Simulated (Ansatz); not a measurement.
Set up this calculation in Ansatz 0.2.0, as the native input.

| Item | Value |
| --- | --- |
| Task | single point |
| Functional | LDA |
| Potentials or basis | Ansatz PAW |
| Cutoff | 420 eV (not typed: the program's choice for these potentials) |
| k mesh | 7 × 7 × 7 |
| Occupations | gaussian, width 0.05 eV |
| Spin | collinear spin, program default start |
| Fixed moment | 0 μB |

MnO:

```xyz
2
Lattice="2.9695 0.0000 0.0000 -1.4847 2.5717 0.0000 0.0000 0.0000 2.8981" Properties=species:S:1:pos:R:3 pbc="T T T"
Mn    0.0000    0.0000    0.0000
O     1.4847    0.8572    1.4490
```

Measurements of this composition are mostly on another form, of space group No. 225.

These files were run (other wordings do the same):

input.yaml

```yaml
crystal:
  lattice:
    - [2.96948591, 0.0, 0.0]
    - [-1.48474296, 2.57165023, 0.0]
    - [0.0, 0.0, 2.89807113]
  atoms:
    - { symbol: Mn, position: [0.0, 0.0, 0.0] }
    - { symbol: O, position: [0.6666666667, 0.3333333333, 0.5] }
hamiltonian:
  xc: lda
  pseudopotentials: { kind: paw }
magnetization:
  spin_polarized: true
  initial_magnetization: 0.0
  spin_locking: { lock_magnetization: hard }
kpoints:
  mp_grid: { grid: [7, 7, 7] }
scf:
  occupations: { method: gaussian, width: 0.05 }
output:
  forces: true
  stress: true
  eigenvalues: true
```

Potentials or basis: Ansatz PAW.

Launch:

```console
$ ansatz run input.yaml --threads 2 --pin off --max-ram 5632MiB --backend cpu --events-out ev --progress --plain --runs-dir out
```

It gave:

```json
{"Pressure": "-48.2 GPa", "Net moment": "0.00 μB per cell", "Absolute moment": "0.00 μB per cell"}
```

Caveat: a pressure of tens of GPa on the cell as given is suspect, and the run, the potentials or the cell itself is likely at fault; the pressure holds a Pulay correction of +0.8 GPa for the finite cutoff; the total moment is fixed, so each spin has its own Fermi level; the PAW data sets come from PBE, with cores solved anew for the run's functional, which leaves a small shift of forces and pressure; the thresholds are loose for stress.

It took 4 s on 2 threads of Arm Neoverse V1, on a shared host, peak memory 0.29 GiB.
